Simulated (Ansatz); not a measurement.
The system is AlN.

```xyz
2
Lattice="0.0000 2.1840 2.1840 2.1840 0.0000 2.1840 2.1840 2.1840 0.0000" Properties=species:S:1:pos:R:3 pbc="T T T"
Al    0.0000    0.0000    0.0000
N     1.0920    1.0920    1.0920
```

Measurements of this composition are mostly on another form, of space group No. 186.

Program: Ansatz 0.2.0. Alike in all runs: potentials or basis Ansatz PAW; no spin polarisation; cell as given; k mesh 10 × 10 × 10.

Task: Order these runs on this cell by their band gap on the k mesh, lowest first.
A. level r2SCAN; cutoff (eV) 500; smearing fermi-dirac 0.05 eV; points for each segment of the path 14
B. level BLYP; cutoff (eV) 420; smearing fermi-dirac 0.05 eV; points for each segment of the path 14
C. level PBE; cutoff (eV) 420; smearing gaussian 0.016 eV

Result: C (3.33 eV), B (3.69 eV), A (3.94 eV).

A k mesh can miss the band edges.
